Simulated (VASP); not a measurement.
# Na (I4/mmm) in VASP: a series of runs, part 6 of 6

VASP 6.6.1. The steps go on from the part before.

## (107) Equation of state, PBE, 38.74 Å³/atom

File INCAR:

```
  PREC = Normal
  ENCUT = 520
  EDIFF = 1E-6
  ISMEAR = 1
  SIGMA = 0.1
  LREAL = False
  LASPH = True
  NELM = 100
  ALGO = Normal
  ISIF = 2
  LWAVE = False
  LCHARG = False
  GGA = PE
  ADDGRID = False
```

File KPOINTS:

```
regular mesh
0
Gamma
  10 10 10
```

File POSCAR:

```
Na
1.0
   -1.9069882473      1.9069882473      2.6633900286
    1.9069882473     -1.9069882473      2.6633900286
    1.9069882473      1.9069882473     -2.6633900286
Na
1
Direct
    0.0000000000      0.0000000000      0.0000000000
```

Started as:

```bash
$ cat potpaw_PBE.64/Na_pv/POTCAR > POTCAR
$ mpirun -np 1 vasp_std > vasp.out
```

Wall time 6 s (1 thread of AMD EPYC 9R45 (Zen 5), shared host); peak memory 0.12 GiB.

The run converged, but some of its settings lie outside the range that counts as converged, so its numbers aren't taken as properties of the crystal.

Results:

```yaml
Free_energy: -1.3092 eV
Pressure: -0.3 GPa
Band_gap_on_the_k_mesh: none (metal or under the smearing width)
```

## (108) Equation of state, PBE, 36.49 Å³/atom

Changes to INCAR since step 107:

```diff
@@ -1,2 +1,2 @@
-  PREC = Normal
+  PREC = Accurate
   ENCUT = 520
@@ -5,3 +5,3 @@
   SIGMA = 0.1
-  LREAL = False
+  LREAL = Auto
   LASPH = True
```

KPOINTS is that of step 107.

File POSCAR:

```
Na
1.0
   -1.8692161286      1.8692161286      2.6106357002
    1.8692161286     -1.8692161286      2.6106357002
    1.8692161286      1.8692161286     -2.6106357002
Na
1
Direct
    0.0000000000      0.0000000000      0.0000000000
```

Potentials or basis: VASP PAW PBE potentials, release 64 (Na_pv).

Started as:

```bash
$ cat potpaw_PBE.64/Na_pv/POTCAR > POTCAR
$ mpirun -np 1 vasp_std > vasp.out
```

It took 14 s on 1 thread of AMD EPYC 9R45 (Zen 5), shared host; peak memory 0.12 GiB.

The run converged, but some of its settings lie outside the range that counts as converged, so its numbers aren't taken as properties of the crystal.

Results:

```
Free energy            : -1.3107 eV
Pressure               : 0.1 GPa
Band gap on the k mesh : none (metal or under the smearing width)
```

## (109) Equation of state, PBE, 38.74 Å³/atom

INCAR is that of step 108.

KPOINTS is that of step 108.

File POSCAR:

```
Na
1.0
   -1.9069882473      1.9069882473      2.6633900286
    1.9069882473     -1.9069882473      2.6633900286
    1.9069882473      1.9069882473     -2.6633900286
Na
1
Direct
    0.0000000000      0.0000000000      0.0000000000
```

Started as:

```bash
$ cat potpaw_PBE.64/Na_pv/POTCAR > POTCAR
$ mpirun -np 1 vasp_std > vasp.out
```

It took 14 s on 1 thread of AMD EPYC 9R45 (Zen 5), shared host; peak memory 0.12 GiB.

These settings aren't checked as converged: the numbers below hold their error.

Results:

| Property | Result |
| --- | --- |
| Free energy | -1.3092 eV |
| Pressure | -0.3 GPa |
| Band gap on the k mesh | none (metal or under the smearing width) |

## (110) Equation of state, PBE, 36.49 Å³/atom

Changes to INCAR since step 109:

```diff
@@ -2,6 +2,6 @@
   ENCUT = 520
-  EDIFF = 1E-6
+  EDIFF = 1E-4
   ISMEAR = 1
   SIGMA = 0.1
-  LREAL = Auto
+  LREAL = False
   LASPH = True
```

KPOINTS is that of step 109.

File POSCAR:

```
Na
1.0
   -1.8692161286      1.8692161286      2.6106357002
    1.8692161286     -1.8692161286      2.6106357002
    1.8692161286      1.8692161286     -2.6106357002
Na
1
Direct
    0.0000000000      0.0000000000      0.0000000000
```

Started as:

```bash
$ cat potpaw_PBE.64/Na_pv/POTCAR > POTCAR
$ mpirun -np 1 vasp_std > vasp.out
```

Wall time 7.9 s (1 thread of AMD EPYC 9R45 (Zen 5), shared host); peak memory 0.13 GiB.

These settings aren't checked as converged: the numbers below hold their error.

What came out:

```yaml
Free_energy: -1.3105 eV
Pressure: 0.1 GPa
Band_gap_on_the_k_mesh: none (metal or under the smearing width)
```

## (111) Equation of state, PBE, 38.74 Å³/atom

INCAR is that of step 110.

KPOINTS is that of step 110.

File POSCAR:

```
Na
1.0
   -1.9069882473      1.9069882473      2.6633900286
    1.9069882473     -1.9069882473      2.6633900286
    1.9069882473      1.9069882473     -2.6633900286
Na
1
Direct
    0.0000000000      0.0000000000      0.0000000000
```

Potentials or basis: VASP PAW PBE potentials, release 64 (Na_pv).

Started as:

```bash
$ cat potpaw_PBE.64/Na_pv/POTCAR > POTCAR
$ mpirun -np 1 vasp_std > vasp.out
```

It took 8 s on 1 thread of AMD EPYC 9R45 (Zen 5), shared host; peak memory 0.13 GiB.

These settings aren't checked as converged: the numbers below hold their error.

What came out:

```yaml
Free_energy: -1.3091 eV
Pressure: -0.3 GPa
Band_gap_on_the_k_mesh: none (metal or under the smearing width)
```

## (112) Equation of state, PBE, 36.49 Å³/atom

Changes to INCAR since step 111:

```diff
@@ -1,4 +1,4 @@
   PREC = Accurate
-  ENCUT = 520
-  EDIFF = 1E-4
+  ENCUT = 650
+  EDIFF = 1E-6
   ISMEAR = 1
```

KPOINTS is that of step 111.

File POSCAR:

```
Na
1.0
   -1.8692161286      1.8692161286      2.6106357002
    1.8692161286     -1.8692161286      2.6106357002
    1.8692161286      1.8692161286     -2.6106357002
Na
1
Direct
    0.0000000000      0.0000000000      0.0000000000
```

Started as:

```bash
$ cat potpaw_PBE.64/Na_pv/POTCAR > POTCAR
$ mpirun -np 1 vasp_std > vasp.out
```

Wall time 11 s (1 thread of AMD EPYC 9R45 (Zen 5), shared host); peak memory 0.15 GiB.

These settings aren't checked as converged: the numbers below hold their error.

Results:

```
Free energy            : -1.3104 eV
Pressure               : 0.1 GPa
Band gap on the k mesh : none (metal or under the smearing width)
```

## (113) Equation of state, PBE, 38.74 Å³/atom

INCAR is that of step 112.

KPOINTS is that of step 112.

File POSCAR:

```
Na
1.0
   -1.9069882473      1.9069882473      2.6633900286
    1.9069882473     -1.9069882473      2.6633900286
    1.9069882473      1.9069882473     -2.6633900286
Na
1
Direct
    0.0000000000      0.0000000000      0.0000000000
```

Started as:

```bash
$ cat potpaw_PBE.64/Na_pv/POTCAR > POTCAR
$ mpirun -np 1 vasp_std > vasp.out
```

Run time: 11 s. Hardware: 1 thread of AMD EPYC 9R45 (Zen 5), shared host; peak memory 0.16 GiB.

The run converged, but some of its settings lie outside the range that counts as converged, so its numbers aren't taken as properties of the crystal.

Results:

| Property | Result |
| --- | --- |
| Free energy | -1.3090 eV |
| Pressure | -0.3 GPa |
| Band gap on the k mesh | none (metal or under the smearing width) |

## (114) Equation of state, PBE, 36.49 Å³/atom

Changes to INCAR since step 113:

```diff
@@ -1,3 +1,3 @@
   PREC = Accurate
-  ENCUT = 650
+  ENCUT = 460
   EDIFF = 1E-6
```

File KPOINTS:

```
regular mesh
0
Gamma
  12 12 12
```

File POSCAR:

```
Na
1.0
   -1.8692161286      1.8692161286      2.6106357002
    1.8692161286     -1.8692161286      2.6106357002
    1.8692161286      1.8692161286     -2.6106357002
Na
1
Direct
    0.0000000000      0.0000000000      0.0000000000
```

Potentials or basis: VASP PAW PBE potentials, release 64 (Na_pv).

Started as:

```bash
$ cat potpaw_PBE.64/Na_pv/POTCAR > POTCAR
$ mpirun -np 1 vasp_std > vasp.out
```

Run time: 12 s. Hardware: 1 thread of AMD EPYC 9R45 (Zen 5), shared host; peak memory 0.13 GiB.

These settings aren't checked as converged: the numbers below hold their error.

What came out:

```yaml
Free_energy: -1.3128 eV
Pressure: 0.0 GPa
Band_gap_on_the_k_mesh: none (metal or under the smearing width)
```

## (115) Equation of state, PBE, 38.74 Å³/atom

INCAR is that of step 114.

KPOINTS is that of step 114.

File POSCAR:

```
Na
1.0
   -1.9069882473      1.9069882473      2.6633900286
    1.9069882473     -1.9069882473      2.6633900286
    1.9069882473      1.9069882473     -2.6633900286
Na
1
Direct
    0.0000000000      0.0000000000      0.0000000000
```

Started as:

```bash
$ cat potpaw_PBE.64/Na_pv/POTCAR > POTCAR
$ mpirun -np 1 vasp_std > vasp.out
```

Wall time 12 s (1 thread of AMD EPYC 9R45 (Zen 5), shared host); peak memory 0.13 GiB.

These settings aren't checked as converged: the numbers below hold their error.

Results:

* Free energy: -1.3112 eV
* Pressure: -0.4 GPa
* Band gap on the k mesh: none (metal or under the smearing width)

## (116) Equation of state, PBE, 36.49 Å³/atom

Changes to INCAR since step 115:

```diff
@@ -1,3 +1,3 @@
   PREC = Accurate
-  ENCUT = 460
+  ENCUT = 520
   EDIFF = 1E-6
```

KPOINTS is that of step 115.

File POSCAR:

```
Na
1.0
   -1.8692161286      1.8692161286      2.6106357002
    1.8692161286     -1.8692161286      2.6106357002
    1.8692161286      1.8692161286     -2.6106357002
Na
1
Direct
    0.0000000000      0.0000000000      0.0000000000
```

Started as:

```bash
$ cat potpaw_PBE.64/Na_pv/POTCAR > POTCAR
$ mpirun -np 1 vasp_std > vasp.out
```

It took 12 s on 1 thread of AMD EPYC 9R45 (Zen 5), shared host; peak memory 0.14 GiB.

These settings aren't checked as converged: the numbers below hold their error.

What came out:

| Property | Result |
| --- | --- |
| Free energy | -1.3129 eV |
| Pressure | 0.1 GPa |
| Band gap on the k mesh | none (metal or under the smearing width) |

## (117) Equation of state, PBE, 38.74 Å³/atom

INCAR is that of step 116.

KPOINTS is that of step 116.

File POSCAR:

```
Na
1.0
   -1.9069882473      1.9069882473      2.6633900286
    1.9069882473     -1.9069882473      2.6633900286
    1.9069882473      1.9069882473     -2.6633900286
Na
1
Direct
    0.0000000000      0.0000000000      0.0000000000
```

Potentials or basis: VASP PAW PBE potentials, release 64 (Na_pv).

Started as:

```bash
$ cat potpaw_PBE.64/Na_pv/POTCAR > POTCAR
$ mpirun -np 1 vasp_std > vasp.out
```

Run time: 12 s. Hardware: 1 thread of AMD EPYC 9R45 (Zen 5), shared host; peak memory 0.14 GiB.

The run converged, but some of its settings lie outside the range that counts as converged, so its numbers aren't taken as properties of the crystal.

What came out:

| Quantity | Value |
| --- | --- |
| Free energy | -1.3113 eV |
| Pressure | -0.3 GPa |
| Band gap on the k mesh | none (metal or under the smearing width) |

## (118) Optical spectrum, r2SCANh+rVV10

File POSCAR:

```
Na
1.0
   -1.8882910800      1.8882910800      2.6372766800
    1.8882910800     -1.8882910800      2.6372766800
    1.8882910800      1.8882910800     -2.6372766800
Na
1
Direct
    0.0000000000      0.0000000000      0.0000000000
```

File INCAR.step1:

```
  PREC = Accurate
  ENCUT = 500
  EDIFF = 1E-5
  ISMEAR = 0
  SIGMA = 0.01
  LREAL = F
  LASPH = T
  NELM = 80
  ALGO = Normal
  ISIF = 2
  LWAVE = T
  LCHARG = F
  NBANDS = 32
  GGA = PE
```

File INCAR.step2:

```
  PREC = Accurate
  ENCUT = 500
  EDIFF = 1E-7
  ISMEAR = 0
  SIGMA = 0.01
  LREAL = F
  LASPH = T
  NELM = 80
  ALGO = Normal
  ISIF = 2
  LWAVE = F
  LCHARG = F
  METAGGA = R2SCAN
  LHFCALC = T
  AEXX = 0.1
  LMIXTAU = T
  PRECFOCK = Fast
  HFRCUT = -1
  LUSE_VDW = T
  IVDW_NL = 2
  BPARAM = 11.95
  CPARAM = 0.0093
  LOPTICS = T
  NBANDS = 32
  NEDOS = 1000
  CSHIFT = 0.05
  ISTART = 1
```

File KPOINTS:

```
Automatic mesh
0
Gamma
  5 5 5
```

Potentials or basis: VASP PAW PBE potentials, release 64 (Na).

Started as:

```bash
$ cat potpaw_PBE.64/Na/POTCAR > POTCAR
$ cp INCAR.step1 INCAR
$ mpirun -np 1 vasp_std > vasp.out
$ cp INCAR.step2 INCAR
$ mpirun -np 1 vasp_std > vasp.out
```

OUTCAR:

```text
PREC = Accurate
   ENCUT = 500
   EDIFF = 1E-7
   ISMEAR = 0
   LREAL = F
   LASPH = T
   NELM = 80
   ISIF = 2
   METAGGA = R2SCAN
   LHFCALC = T
   AEXX = 0.1
   PRECFOCK = Fast
   IVDW_NL = 2
   BPARAM = 11.95
   ISTART = 1

 ion  position               nearest neighbor table
   1  0.000  0.000  0.000-

  LATTYP: Found a body centered tetragonal cell.
 ALAT       =     3.7765821600
 C/A-ratio  =     1.3966473220

  Lattice vectors:

 A1 = (  -1.8882910800,   1.8882910800,   2.6372766800)
 A2 = (   1.8882910800,  -1.8882910800,   2.6372766800)
 A3 = (   1.8882910800,   1.8882910800,  -2.6372766800)

Analysis of symmetry for initial positions (statically):
=====================================================================
 Subroutine PRICEL returns:
 Original cell was already a primitive cell.

 Routine SETGRP: Setting up the symmetry group for a
 body centered tetragonal supercell.

 Subroutine GETGRP returns: Found 16 space group operations
 (whereof 16 operations were pure point group operations)
[... 461 lines left out ...]
     1.888291080  1.888291080 -2.637276680     0.264789685  0.264789685  0.000000000

 POSITION                                       TOTAL-FORCE (eV/Angst)
 -----------------------------------------------------------------------------------
      0.00000      0.00000      0.00000         0.000000     -0.000000      0.000000
 -----------------------------------------------------------------------------------
    total drift:                               -0.000000     -0.000000     -0.000000

  FREE ENERGIE OF THE ION-ELECTRON SYSTEM (eV)
  ---------------------------------------------------
  free  energy   TOTEN  =        -3.3626377319 eV

  energy  without entropy=       -3.3625445732  energy(sigma->0) =       -3.36259115

 electrical conductivity sigma (Mega S m-1) (frequency dependency in vasprun.xml)
  --------------------------------------------------------------------------------------
       0.660       0.000       0.000
       0.000       0.660       0.000
      -0.000       0.000       0.000

  frequency dependent IMAGINARY DIELECTRIC FUNCTION (independent particle, no local field effects) density-density
     E(ev)      X         Y         Z        XY        YZ        ZX
  --------------------------------------------------------------------------------------------------------------
     0.00000     0.00000     0.00000     0.00000     0.00000     0.00000     0.00000
     0.65815     0.00000     0.00000     0.00000     0.00000     0.00000    -0.00000
     1.31629     0.00000     0.00000     0.00000     0.00000     0.00000    -0.00000
     1.97444     0.00000     0.00000     0.00000     0.00000     0.00000    -0.00000
     2.63259     0.00000     0.00000     0.00000     0.00000     0.00000    -0.00000
     3.29073     0.00000     0.00000     0.00000     0.00000     0.00000    -0.00000
[... 92 lines left out ...]
    64.49834     0.00000     0.00000     0.00000     0.00000     0.00000    -0.00000
    65.15648     0.00000     0.00000     0.00000     0.00000     0.00000    -0.00000

  frequency dependent      REAL DIELECTRIC FUNCTION (independent particle, no local field effects) density-density
     E(ev)        X           Y           Z          XY          YZ          ZX
  --------------------------------------------------------------------------------------------------------------
     0.00000     1.03802     1.03802     1.03353     0.00000     0.00000    -0.00000
     0.65815     1.03881     1.03881     1.03424     0.00000     0.00000    -0.00000
     1.31629     1.04146     1.04146     1.03664     0.00000     0.00000    -0.00000
     1.97444     1.04717     1.04717     1.04187     0.00000     0.00000    -0.00000
     2.63259     1.06011     1.06011     1.05397     0.00000     0.00000    -0.00000
     3.29073     1.10622     1.10622     1.09897     0.00000     0.00000    -0.00000
[... 92 lines left out ...]
    64.49834     0.99919     0.99919     0.99923     0.00000    -0.00000     0.00000
    65.15648     0.99921     0.99921     0.99925     0.00000    -0.00000     0.00000

  frequency dependent IMAGINARY DIELECTRIC FUNCTION (independent particle, no local field effects) current-current
     E(ev)      X         Y         Z        XY        YZ        ZX
  --------------------------------------------------------------------------------------------------------------
     0.00000     0.00000     0.00000     0.00000     0.00000     0.00000     0.00000
     0.65815     0.00000     0.00000     0.00000     0.00000     0.00000     0.00000
     1.31629     0.00000     0.00000     0.00000     0.00000     0.00000     0.00000
     1.97444     0.00000     0.00000     0.00000     0.00000     0.00000     0.00000
     2.63259     0.00000     0.00000     0.00000     0.00000     0.00000     0.00000
     3.29073     0.00000     0.00000     0.00000     0.00000     0.00000     0.00000
[... 92 lines left out ...]
    64.49834     0.00000     0.00000     0.00000     0.00000     0.00000     0.00000
    65.15648     0.00000     0.00000     0.00000     0.00000     0.00000     0.00000

  frequency dependent      REAL DIELECTRIC FUNCTION (independent particle, no local field effects) current-current
     E(ev)        X           Y           Z          XY          YZ          ZX
  --------------------------------------------------------------------------------------------------------------
     0.00000     1.03813     1.03813     1.03364    -0.00000    -0.00000    -0.00000
     0.65815     1.03891     1.03891     1.03434    -0.00000    -0.00000    -0.00000
     1.31629     1.04157     1.04157     1.03675    -0.00000    -0.00000    -0.00000
     1.97444     1.04730     1.04730     1.04200    -0.00000    -0.00000    -0.00000
     2.63259     1.06028     1.06028     1.05415    -0.00000    -0.00000    -0.00000
     3.29073     1.10646     1.10646     1.09923    -0.00000    -0.00000    -0.00000
[... 92 lines left out ...]
    64.49834     0.99919     0.99919     0.99923    -0.00000    -0.00000    -0.00000
    65.15648     0.99921     0.99921     0.99925    -0.00000    -0.00000    -0.00000
```

OSZICAR.step1:

```text
N       E                     dE             d eps       ncg     rms          rms(c)
DAV:   1    -0.426103308113E+00   -0.42610E+00   -0.90887E+01  1152   0.814E+00
DAV:   2    -0.134150038434E+01   -0.91540E+00   -0.89532E+00  1448   0.415E+00
DAV:   3    -0.135145318155E+01   -0.99528E-02   -0.99246E-02  1392   0.335E-01
DAV:   4    -0.135145768117E+01   -0.44996E-05   -0.44996E-05  1320   0.633E-03
DAV:   5    -0.135145768184E+01   -0.67424E-09   -0.64497E-09  1248   0.838E-05    0.202E-01
DAV:   6    -0.135137265160E+01    0.85030E-04   -0.31569E-05  1328   0.697E-03    0.136E-01
DAV:   7    -0.135110815673E+01    0.26449E-03   -0.98518E-05  1320   0.126E-02    0.815E-03
DAV:   8    -0.135110437887E+01    0.37779E-05   -0.35771E-07  1392   0.979E-04
   1 F= -.13511044E+01 E0= -.13510578E+01  d E =-.931587E-04
```

It took 2 min on 1 thread of Intel Xeon Platinum 8375C at 2.90GHz (Ice Lake), shared host; peak memory 0.27 GiB.

What came out:

| Quantity | Value |
| --- | --- |
| Free energy | -3.3626 eV |
| Pressure | -0.3 GPa |
| Band gap on the k mesh | none (metal or under the smearing width) |

Stress tensor (GPa, compression positive):
```
-0.09  0.00  0.00
 0.00 -0.09  0.00
 0.00  0.00 -0.80
```

Dielectric function (mean over the directions given):
```
energy (eV)  real part  imaginary part
       0.26       1.04            0.00
       1.25       1.04            0.00
       2.30       1.05            0.00
       3.36       1.12            0.00
       4.34       0.99            0.00
       5.40       1.01            0.00
       6.45       0.98            0.00
       7.50       1.01            0.00
       8.49       1.01            0.00
       9.54       1.00            0.00
      10.60       0.98            0.00
      11.65       0.99            0.00
      12.64       1.00            0.00
      13.69       1.00            0.00
      14.74       1.01            0.05
      15.80       0.99            0.00
      16.78       0.98            0.03
      17.84       1.00            0.00
      18.89       0.98            0.06
      19.94       0.99            0.02
```

Caveat: the k mesh is coarse (spacing up to 0.47 Å⁻¹), so the values aren't converged, least of all with exact exchange; spectra need much finer meshes, so this one isn't converged; independent-particle spectra lack excitons; the intraband (Drude) part of a metal's response may be missing; the PAW data sets were made with another functional, which shifts forces and pressure a little.
